# Why GW widens some gaps three times as much as others

One-shot GW widens the PBE gap by more than 1 eV in BN, AlN and GaN, but by only about half an eV in the phosphides and BAs. Two causes work in the same direction. The correction that PBE lacks comes from exchange between electrons. Exchange separates filled and empty states more strongly in the nitrides, and screening weakens it more in crystals that polarise easily. Which empty state forms the gap can also shift the result noticeably.

Zincblende compounds (space group F-43m), computed with VASP 6.6.1, plane-wave PAW, no spin polarisation, cells relaxed with r2SCAN. PBE and G0W0 (on PBE) gaps share the listed wave cutoff and k mesh; the G0W0 screening cutoff is 120 eV. HSE06 gaps and PBE electronic dielectric constants come from separate runs with a 520 eV wave cutoff.

| formula | element on site A | Z A | element on site B | Z B | volume per atom (Å³) | shortest distance (Å) | wave cutoff | k mesh | PBE gap (eV) | g0w0 gap (eV) | band gap, HSE06 (eV) | dielectric mean | g0w0 gap less PBE gap (eV) |
| --- | --- | --- | --- | --- | --- | --- | --- | --- | --- | --- | --- | --- | --- |
| BN | B | 5 | N | 7 | 5.88 | 1.563 | 500 eV | 6×6×6 | 4.466 | 5.894 | 5.779 | 4.60 | 1.428 |
| BP | B | 5 | P | 15 | 11.67 | 1.964 | 500 eV | 6×6×6 | 1.332 | 1.952 | n/a | 9.21 | 0.620 |
| BAs | B | 5 | As | 33 | 13.68 | 2.071 | 500 eV | 6×6×6 | 1.274 | 1.852 | 1.841 | 9.81 | 0.578 |
| AlN | Al | 13 | N | 7 | 10.43 | 1.892 | 500 eV | 6×6×6 | 3.314 | 4.564 | 4.552 | 4.58 | 1.250 |
| GaN | Ga | 31 | N | 7 | 11.38 | 1.948 | 500 eV | 6×6×6 | 1.765 | 2.893 | 3.022 | 5.90 | 1.128 |
| GaP | Ga | 31 | P | 15 | 20.24 | 2.360 | 400 eV | 4×4×4 | 1.628 | 2.095 | 2.264 | 10.6 | 0.467 |
| InP | In | 49 | P | 15 | 25.77 | 2.558 | 400 eV | 4×4×4 | 0.564 | 1.063 | 1.353 | n/a | 0.499 |

## What PBE leaves out

A gap is the cost of taking an electron out of the highest filled state and putting one into the lowest empty state. PBE gives both states the same local potential. Exchange does not treat them alike: it lowers a filled state more than an empty one, because a filled state belongs to the very set of electrons with which exchange takes place. A calculation that contains this difference therefore has a wider gap.

With the bare Coulomb interaction, as in Hartree–Fock theory, the widening would be far too large. In a solid the other electrons move in response to a charge and weaken its field. GW builds this response into exchange. At long distances the interaction is reduced by the electronic dielectric constant ε, computed here with PBE and listed as "dielectric mean".

This gives the direction of the trend. Nitrogen holds its electrons tightly, so the nitrides polarise weakly and much of the exchange correction survives. In the phosphides and BAs the valence electrons yield more easily, and less of it remains.

Screening is not the whole story, though. HSE06 uses the same share of short-range exchange in every crystal, however strongly the crystal screens. Yet it too widens the nitride gaps by 1.2 to 1.3 eV, and those of BAs, GaP and InP by only 0.6 to 0.8 eV. Exchange itself therefore separates the two states more in the nitrides, probably because the valence orbitals of nitrogen are compact. GW adds the crystal's own screening to this. How much of the trend each cause carries can't be read from the table.

## From the picture to a simple rule

The argument becomes a formula in three steps. The opening, listed as "g0w0 gap less PBE gap", is the correction to the empty state minus the correction to the filled one. The part that separates them most is exchange, carried by an interaction of roughly the bare one divided by ε. If the unscreened opening C were the same in every compound, then

opening ≈ C / ε.

The rule supposes that perfect screening would leave no opening at all. Its one constant, C ≈ 6.1 eV, was fitted to the six compounds other than InP.

Take BP, with ε = 9.21. The rule gives 6.1 eV / 9.21 ≈ 0.66 eV, against a computed opening of 0.62 eV. BP was one of the fitted rows, so this illustrates the rule and does not test it. When each compound is predicted from the other five, the typical miss is about 0.1 eV. That is roughly a tenth of a nitride's opening, but a fifth of GaP's.

Since GW contains screened exchange by construction, the fit does not show that the mechanism is right. It shows how well a single number, ε, orders these compounds. Part of that success is borrowed: the nitrides combine weak screening with a strong exchange correction, and the fit credits both to ε. C should therefore not be read as the true unscreened opening. A uniform shift would do much worse: one suited to the nitrides would be more than twice what GaP needs. The printed output below gives the fit and its two alternatives.

## Is it only the size of the crystal?

Compounds with long bonds also tend to have large dielectric constants, so bond length might seem to be the real cause. AlN and BP speak against that. Their bonds are similar, 1.89 and 1.96 Å, and in both the table's gap is read from the centre of the Brillouin zone, Γ, to the boundary point X. Yet AlN opens twice as much as BP, and its dielectric constant is half as large.

The two also differ in the polarity of their bonds, so the pair doesn't isolate screening completely. It does show that length alone is not enough. A straight line in inverse bond length, fitted to the same six compounds, has more than twice the typical error of the screening rule, although it has one constant more.

## BN and AlN: equal screening, unequal opening

BN and AlN have almost the same dielectric constant and the same type of gap, but BN opens by 0.18 eV more. None of the GW gaps here is converged, so a difference of this size could still change. If it holds, the assumption of a common C fails here. A likely reason is that BN is more compact: its bond is only 1.56 Å long, and charges held closer together interact more strongly before any screening acts.

This can be put into the rule by using the Coulomb energy of two charges one bond length apart, divided by ε. The changed rule does give BN the larger opening, though it overshoots, and it comes closer than before for AlN, BP, BAs and GaP. GaN gets clearly worse, so that over the six compounds both forms err by about 0.08 eV. But GaN is also the only direct gap in the fit, and direct gaps tend to open more, as the next sections show. Compactness is thus a plausible reason for the difference, though six compounds don't settle it.

## GaP: the answer depends on the empty state

GaP has the smallest opening in the table, 0.47 eV, and lies 0.11 eV below the rule. Its long bond may be part of the reason: with bond length included, the miss shrinks to 0.03 eV. The kind of gap alone doesn't explain it, because BN, BP and AlN are also read from Γ to X.

Within GaP, however, the kind of gap matters a great deal. The gap in the table leads to X, close to the true minimum of the empty band. The smallest direct gap, where the electron keeps its wave vector, opens by about 0.90 eV in the same crystal. Screening by the same electrons therefore goes with two very different corrections.

The constant C therefore belongs to a pair of states and not to a crystal. Both gaps of GaP start from the same valence top at Γ, so the difference lies in the empty states. Those at Γ and X are spread differently over the atoms and the bonds, and exchange acts on them differently. In all five compounds with an indirect gap, the direct gap opens more, by a factor between 1.2 and 1.9. These factors are approximate, because the PBE direct gaps come from runs with other PAW datasets and k meshes. In GaP, the PBE gap from Γ to X differs by 0.03 eV between the two kinds of run.

The consequence is practical. In GaP the direct gap lies above the gap from Γ to X by 0.17 eV in PBE, 0.50 eV in HSE06 and 0.63 eV in GW, with both gaps taken from the same run each time. Moving all empty bands up by one amount would keep the PBE spacing. An absorption spectrum calculated with such a shift would have its direct onset nearly 0.5 eV too close to the indirect edge, judged by GW.

## GaN and InP: compare like with like

GaN and InP have direct gaps, so their openings should be set beside the direct-gap openings of the others. AlN then opens by 1.55 eV and GaN by 1.13 eV, in line with GaN's stronger screening. But screening doesn't order all the direct gaps: GaP screens most strongly, yet its direct gap opens by 0.90 eV, against 0.88 eV in BP and 0.80 eV in BAs. Differences this small could change with converged GW gaps and matching PAW datasets, but as computed GaP doesn't have the smallest opening of the three, as its screening would suggest. In the table GaN lies somewhat above the rule. That is the side to be expected for a direct gap judged by a constant obtained mostly from indirect ones.

For InP the same care changes the picture. The table makes it look like GaP, with openings only 0.03 eV apart, a difference too small to interpret in GW calculations that are not converged. Between direct gaps, however, InP opens by about 0.4 eV less than GaP. How much of this is due to screening can't be read from the table, which has no dielectric constant for InP. Some of the difference arises even at a fixed share of exchange: HSE06 widens the direct gap of InP by 0.79 eV and that of GaP by 0.97 eV.

## Where the GW values themselves need caution

InP is the extreme case of a pattern. In GaN, GaP and InP the GW gap lies below the HSE06 gap, by 0.13 to 0.29 eV. These are the compounds in which d electrons of the metal are treated as valence electrons. In GaP the shortfall remains, at 0.20 eV, when both methods are read from Γ to X.

Two causes are well known in such compounds. The GW correction converges slowly with the number of empty bands, and PBE places the d levels too high, where they push up the top of the valence band. One-shot GW keeps the PBE orbitals and so inherits part of that error. GaP and InP were also run with a lower plane-wave cutoff and a coarser k mesh than the other compounds, which may affect their openings. None of these causes has been tested here, and HSE06, with its fixed share of exchange, is a second approximation, not the true answer.

BP and BAs call for a different caution. Their GW meshes step over the true minimum of the empty band, which makes the PBE gap of BP 0.10 eV too wide. The opening suffers less, because both gaps in the difference are read on the same mesh. Even so, the 0.04 eV between the openings of BP and BAs is too small to explain.

## Judging a related compound

Start with the dielectric constant: a value near 5 points to an opening above 1 eV, and a value near 10 to about half an eV. Then ask whether the gap is direct, since a direct gap tends to open more than an indirect one at equal screening. If the metal brings d electrons into the valence shell, check the convergence of the GW gap before reading a chemical trend into a difference of one or two tenths of an eV.

Printed output of the fit:

```
fit of opening on 6 rows: coefficient of inv_eps 6.106 +/- 0.23; rms 0.0831, worst GaP 0.109, leave-one-out rms 0.105
fit of opening on 6 rows: coefficient of coulomb 0.7668 +/- 0.029; rms 0.0838, worst GaN -0.167, leave-one-out rms 0.113
fit of opening on 6 rows (dielectric_mean > 0): coefficient of inv_d 4.838 +/- 1.5, constant -1.586 +/- 0.79; rms 0.197, worst AlN -0.279, leave-one-out rms 0.278
  rows outside the fit (model, value, miss): InP 0.3056, 0.499, -0.193
Opening and misses of the three rules, prediction less value (eV):
  row  opening  opening_times_eps  miss_C_over_eps  miss_eps_and_length  miss_length_only
   BN    1.428              6.569          -0.1006               0.1078           0.08161
   BP     0.62               5.71          0.04298            -0.009543            0.2576
  BAs    0.578               5.67          0.04443             -0.03449            0.1723
  AlN     1.25              5.725          0.08319              0.02429           -0.2786
  GaN    1.128              6.655         -0.09308              -0.1672           -0.2302
  GaP    0.467               4.95            0.109             -0.02559         -0.002743
  InP    0.499                n/a              n/a                  n/a           -0.1934
Second transition and HSE06 (eV, ratio without unit):
  row  direct_gap_opening  direct_opening_times_eps  direct_over_table_opening  G0W0_less_HSE06
   BN               2.087                     9.601                      1.462            0.115
   BP              0.8767                     8.074                      1.414              n/a
  BAs              0.7984                     7.832                      1.381            0.011
  AlN               1.549                     7.095                      1.239            0.012
  GaN               1.129                     6.662                      1.001           -0.129
  GaP              0.8973                     9.511                      1.921           -0.169
  InP              0.4987                       n/a                     0.9994            -0.29
BN opening less AlN opening, eV: 0.178
AlN opening over BP opening: 2.016
BN opening over GaP opening: 3.058
GaP dielectric constant over that of BN: 2.304
GaP G0W0 less HSE06, both from Gamma to X, eV: -0.198
BP PBE gap, GW mesh less denser mesh, eV: 0.0981
```
